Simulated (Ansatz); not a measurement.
# CoO (R-3m) in Ansatz: further runs, part 2 of 2

Ansatz 0.2.0.

## 3. Band structure, LDA, collinear spin, ferromagnetic start

Contents of input.yaml:

```yaml
crystal:
  lattice:
    - [1.5054695445, 0.8691832468, 2.4399269062]
    - [-1.5054695445, 0.8691832468, 2.4399269062]
    - [0.0, -1.7383664936, 2.4399269062]
  atoms:
    - { symbol: Co, position: [0.0, 0.0, 0.0], spin: 2.0 }
    - { symbol: O, position: [0.5, 0.5, 0.5] }
hamiltonian:
  xc: lda
  pseudopotentials: { kind: paw }
magnetization:
  spin_polarized: true
kpoints:
  mp_grid: { grid: [11, 11, 11] }
  band_path:
    path:
      - [[0.0, 0.0, 0.0], [0.5, 0.0, 0.0], [0.5, 0.2512681158, -0.2512681158]]
      - [[0.7487318842, 0.5, 0.2512681158], [0.5, 0.5, 0.5], [0.0, 0.0, 0.0], [0.3756340579, 0.0, -0.3756340579]]
      - [[0.6243659421, 0.3756340579, 0.0], [0.5, 0.5, 0.0], [0.6243659421, 0.6243659421, 0.2512681158], [0.5, 0.5, 0.5]]
      - [[0.5, 0.0, 0.0], [0.7487318842, 0.3756340579, 0.3756340579]]
    npoints: 14
scf:
  occupations: { method: fermi_dirac, width: 0.05 }
  n_extra_bands: 6
output:
  forces: true
  stress: true
  eigenvalues: true
  fatbands: false
  write_density: true
  write_potential: true
  elf: true
  volumetric_format: npy
```

Potentials or basis: Ansatz PAW.

Started as:

```sh
ansatz run input.yaml --threads 2 --pin off --max-ram 5632MiB --backend cpu --events-out ev --progress --plain --runs-dir out
```

Output:

```text
Warning: RAYON_NUM_THREADS=2 ignored (pool sized by the plan → 2); use --threads N
scf.n_extra_bands = 6 over 12 filled bands (N_el = 23.0): the run solves 18 bands
Engine: ansatz 0.2.0, aarch64-unknown-linux-gnu
Pseudopotentials: kind: paw
Pseudopotential: Co, paw, valence charge 17, recommended cutoff 420 eV (normal), Co.paw.azcp
Pseudopotential: O, paw, valence charge 6, recommended cutoff 420 eV (normal), O.paw.azcp
Functional definition: SPW92
  exchange = slater_x
  correlation = pw_c
Crystal: 2 atoms, lattice volume = 19.156 Å³
Basis set: ecut = 420 eV, 339 PW (Γ)
Bands: 18, of which v1, the nominal top of the filled ones, is band 12 counted from 1 (11 counted from 0)
Symmetry: 12 space group operations
Space group: R-3m (ITA 166), of the structure as read, at distance tolerance 2.7e-5 Å
Magnetic group: BNS 166.97 (UNI 1327), of the structure as read, at distance tolerance 2.7e-5 Å
k-points: 146 of 1331
[... 52 lines left out ...]
  E_aug_tail   = 0.002479  (compensation charges beyond the density's cutoff)
  E_ewald      = -2902.684276
  E_core_change = 0.515172  (= ΣΔE_core)
  E_smearing   = -0.032794  (= −TS)
  E_closure    = 0.000000  (closes the sum)
  Σ components = -5616.311770   (vs F -5616.311770, Δ=0.00e0)
--- Forces (eV/Å), atoms counted from 1 ---
  atom   1  Co    -0.00000000     0.00000000    -0.00000000
  atom   2  O      0.00000000     0.00000000     0.00000000
  max |Σ_I F_I| component: 3.16e-30 eV/Å
--- Stress (GPa, compression-positive) ---
      -17.754653       0.000000      -0.000000
        0.000000     -17.754653      -0.000000
       -0.000000      -0.000000     -17.966545
  P = ⅓ Tr σ = -17.8253 GPa (-178.253 kbar)
--- Band table (eV; the first three rows and the last of 292) ---
  k-point 0 ↑: bands = ["-82.2786", "-45.9383", "-45.9383", "-45.9323", "-6.5143", "10.3130", "10.3130", "10.3618", "10.5894", "10.5894", "10.6195", "10.6195", "10.6269", "14.5747", "30.2269", "31.5051", "31.5051", "31.7106"]
  k-point 1 ↑: bands = ["-82.2784", "-45.9413", "-45.9387", "-45.9330", "-6.4243", "9.4850", "9.5939", "9.6306", "10.6580", "10.6774", "10.9040", "11.3625", "11.3795", "15.1406", "28.6055", "31.1966", "31.3629", "32.2425"]
  k-point 2 ↑: bands = ["-82.2775", "-45.9498", "-45.9398", "-45.9345", "-6.1728", "8.1957", "8.8432", "8.8828", "10.8143", "10.8354", "11.1365", "12.2144", "12.2236", "16.3173", "26.4253", "30.0833", "30.2115", "32.6643"]
  k-point 145 ↓: bands = ["-79.4383", "-43.2285", "-43.1915", "-43.1894", "-4.5889", "6.0172", "8.6535", "8.7575", "13.5709", "13.6115", "13.9009", "15.7399", "16.0435", "19.4196", "23.5738", "26.6187", "27.4784", "35.4788"]
```

Wall time 8.3 s (2 threads of Arm Neoverse V1, shared host); peak memory 0.36 GiB.

Results:

```yaml
Free_energy: -5616.3118 eV
Pressure: -17.8 GPa
Band_gap_on_the_k_mesh: none (metal or under the smearing width)
Net_moment: 2.85 μB per cell
Absolute_moment: 2.86 μB per cell
Site_moments: Co +2.40; O +0.33 μB
```

Stress tensor (GPa, compression positive):
```
-17.75   0.00   0.00
  0.00 -17.75   0.00
  0.00   0.00 -17.97
```

Levels at the corners of the path, in eV from the Fermi level:
Spin up:
| point | band 11 | band 12 | band 13 | band 14 | band 15 | band 16 |
| --- | --- | --- | --- | --- | --- | --- |
| Γ | -3.11 | -3.11 | -3.10 | 0.85 | 16.50 | 17.78 |
| L | -1.84 | 0.15 | 0.16 | 4.82 | 9.05 | 13.08 |
| B1 | -2.32 | -2.06 | -1.26 | 7.82 | 9.68 | 9.76 |
| B | -2.32 | -2.06 | -1.26 | 7.82 | 9.68 | 9.76 |
| Z | -1.81 | 0.17 | 0.17 | 4.75 | 9.16 | 12.99 |
| Γ | -3.11 | -3.11 | -3.10 | 0.85 | 16.50 | 17.78 |
| X | -1.95 | -1.92 | -1.23 | 7.16 | 9.45 | 9.50 |
| Q | -1.95 | -1.92 | -1.23 | 7.16 | 9.45 | 9.50 |
| F | -2.20 | -2.07 | -2.06 | 5.60 | 9.51 | 11.47 |
| P1 | -1.95 | -1.90 | -1.21 | 7.16 | 9.39 | 9.54 |
| Z | -1.81 | 0.17 | 0.17 | 4.75 | 9.16 | 12.99 |
| L | -1.84 | 0.15 | 0.16 | 4.82 | 9.05 | 13.08 |
| P | -1.95 | -1.90 | -1.21 | 7.16 | 9.39 | 9.54 |
Spin down:
| point | band 7 | band 8 | band 9 | band 10 | band 11 | band 12 | band 13 | band 14 |
| --- | --- | --- | --- | --- | --- | --- | --- | --- |
| Γ | -2.82 | -2.77 | -1.13 | -1.13 | -1.10 | -0.41 | -0.41 | 1.40 |
| L | -4.97 | -4.92 | -0.13 | -0.11 | 0.19 | 2.35 | 2.37 | 5.19 |
| B1 | -5.84 | -5.32 | -0.39 | -0.38 | 0.19 | 0.46 | 1.21 | 8.65 |
| B | -5.84 | -5.32 | -0.39 | -0.38 | 0.19 | 0.46 | 1.21 | 8.65 |
| Z | -4.99 | -4.99 | -0.10 | -0.10 | 0.21 | 2.38 | 2.38 | 5.13 |
| Γ | -2.82 | -2.77 | -1.13 | -1.13 | -1.10 | -0.41 | -0.41 | 1.40 |
| X | -5.90 | -4.56 | -1.08 | 0.03 | 0.19 | 0.72 | 1.19 | 7.90 |
| Q | -5.90 | -4.56 | -1.08 | 0.03 | 0.19 | 0.72 | 1.19 | 7.90 |
| F | -4.10 | -4.04 | -2.30 | 0.06 | 0.18 | 0.19 | 0.58 | 6.36 |
| P1 | -5.90 | -4.62 | -1.04 | 0.02 | 0.18 | 0.73 | 1.21 | 7.91 |
| Z | -4.99 | -4.99 | -0.10 | -0.10 | 0.21 | 2.38 | 2.38 | 5.13 |
| L | -4.97 | -4.92 | -0.13 | -0.11 | 0.19 | 2.35 | 2.37 | 5.19 |
| P | -5.90 | -4.62 | -1.04 | 0.02 | 0.18 | 0.73 | 1.21 | 7.91 |

Caveat: so large a pressure means that the cell lies far from this level's equilibrium, or that cutoff or potentials fall short; the pressure holds a Pulay correction of +1.0 GPa for the finite cutoff; a cell with one magnetic atom can't hold antiferromagnetic order, which such compounds often take; semilocal functionals often make such compounds metallic where correlation or magnetic order opens a gap, which also shifts bond lengths; the PAW data sets come from PBE, with cores solved anew for the run's functional, which leaves a small shift of forces and pressure. With open d or f shells a metallic result of LDA can be an artefact of self-interaction; +U or a hybrid may open a gap.

## 4. Band structure, PBEsol, collinear spin, ferromagnetic start

Changes to input.yaml since step 3:

```diff
@@ -9,3 +9,3 @@
 hamiltonian:
-  xc: lda
+  xc: pbesol
   pseudopotentials: { kind: paw }
@@ -30,5 +30 @@
   fatbands: false
-  write_density: true
-  write_potential: true
-  elf: true
-  volumetric_format: npy
```

Started as:

```sh
ansatz run input.yaml --threads 2 --pin off --max-ram 5632MiB --backend cpu --events-out ev --progress --plain --runs-dir out
```

Run time: 7.7 s. Hardware: 2 threads of Arm Neoverse V1, shared host; peak memory 0.36 GiB.

The run converged. Its results:

- Free energy: -5652.2699 eV
- Pressure: -9.1 GPa
- Band gap on the k mesh: none (metal or under the smearing width)
- Net moment: 2.94 μB per cell
- Absolute moment: 2.95 μB per cell
- Site moments: Co +2.49; O +0.34 μB

Stress tensor (GPa, compression positive):
```
-9.02  0.00  0.00
 0.00 -9.02  0.00
 0.00  0.00 -9.37
```

Levels at the corners of the path, in eV from the Fermi level:
Spin up:
| point | band 10 | band 11 | band 12 | band 13 | band 14 | band 15 | band 16 | band 17 |
| --- | --- | --- | --- | --- | --- | --- | --- | --- |
| Γ | -3.29 | -3.20 | -3.20 | -3.16 | 0.79 | 16.45 | 17.77 | 17.77 |
| L | -2.42 | -1.89 | 0.05 | 0.07 | 4.79 | 9.15 | 13.14 | 13.24 |
| B1 | -2.38 | -2.38 | -2.14 | -1.40 | 7.91 | 9.72 | 9.80 | 12.47 |
| B | -2.38 | -2.38 | -2.14 | -1.40 | 7.91 | 9.72 | 9.80 | 12.47 |
| Z | -2.43 | -1.86 | 0.07 | 0.07 | 4.73 | 9.26 | 13.04 | 13.04 |
| Γ | -3.29 | -3.20 | -3.20 | -3.16 | 0.79 | 16.45 | 17.77 | 17.77 |
| X | -2.26 | -2.10 | -2.01 | -1.36 | 7.22 | 9.46 | 9.56 | 14.88 |
| Q | -2.26 | -2.10 | -2.01 | -1.36 | 7.22 | 9.46 | 9.56 | 14.88 |
| F | -2.96 | -2.43 | -2.14 | -2.13 | 5.64 | 9.59 | 11.42 | 15.44 |
| P1 | -2.27 | -2.08 | -2.01 | -1.34 | 7.22 | 9.42 | 9.60 | 14.75 |
| Z | -2.43 | -1.86 | 0.07 | 0.07 | 4.73 | 9.26 | 13.04 | 13.04 |
| L | -2.42 | -1.89 | 0.05 | 0.07 | 4.79 | 9.15 | 13.14 | 13.24 |
| P | -2.27 | -2.08 | -2.01 | -1.34 | 7.22 | 9.42 | 9.60 | 14.75 |
Spin down:
```
point  band 7  band 8  band 9  band 10  band 11  band 12  band 13  band 14
    Γ   -2.74   -2.68   -1.14    -1.14    -1.11    -0.13    -0.13     1.35
    L   -4.85   -4.80   -0.14    -0.11     0.18     2.59     2.60     5.11
   B1   -5.82   -5.23   -0.40    -0.39     0.16     0.73     1.47     8.82
    B   -5.82   -5.23   -0.40    -0.39     0.16     0.73     1.47     8.82
    Z   -4.87   -4.87   -0.11    -0.11     0.20     2.61     2.61     5.05
    Γ   -2.74   -2.68   -1.14    -1.14    -1.11    -0.13    -0.13     1.35
    X   -5.86   -4.46   -1.08     0.00     0.18     0.98     1.44     8.03
    Q   -5.86   -4.46   -1.08     0.00     0.18     0.98     1.44     8.03
    F   -4.03   -3.98   -2.33     0.16     0.16     0.35     0.84     6.49
   P1   -5.86   -4.52   -1.04     0.00     0.17     0.98     1.47     8.03
    Z   -4.87   -4.87   -0.11    -0.11     0.20     2.61     2.61     5.05
    L   -4.85   -4.80   -0.14    -0.11     0.18     2.59     2.60     5.11
    P   -5.86   -4.52   -1.04     0.00     0.17     0.98     1.47     8.03
```

Caveat: the pressure holds a Pulay correction of +0.8 GPa for the finite cutoff; a cell with one magnetic atom can't hold antiferromagnetic order, which such compounds often take; semilocal functionals often make such compounds metallic where correlation or magnetic order opens a gap, which also shifts bond lengths; the PAW data sets come from PBE, with cores solved anew for the run's functional, which leaves a small shift of forces and pressure.

## 5. Summary

```csv
level,gap on the mesh (eV),pressure (GPa),moment (μB)
PBE,none,0.0,2.90
LDA,none,-17.8,2.85
PBEsol,none,-9.1,2.94
```

Alike in all rows: task band structure; potentials or basis Ansatz PAW; spin collinear, ferromagnetic start; cell as given; k mesh 11 × 11 × 11; cutoff (eV) 420; smearing fermi-dirac 0.05 eV.

Every run on the cell as given and a fine mesh finds a metal. The pressure there spans -17.8 GPa (LDA) to 0.0 GPa (PBE); a positive pressure means that this level wants a larger cell, a negative one a smaller.

Caveats: a cell with one magnetic atom can't hold antiferromagnetic order, which such compounds often take; semilocal functionals often make such compounds metallic where correlation or magnetic order opens a gap, which also shifts bond lengths; the PAW data sets come from PBE, with cores solved anew for the run's functional, which leaves a small shift of forces and pressure (some runs); so large a pressure means that the cell lies far from this level's equilibrium, or that cutoff or potentials fall short (some runs).

Total energies depend on the potentials used, so only differences within one code and one set of settings carry meaning.
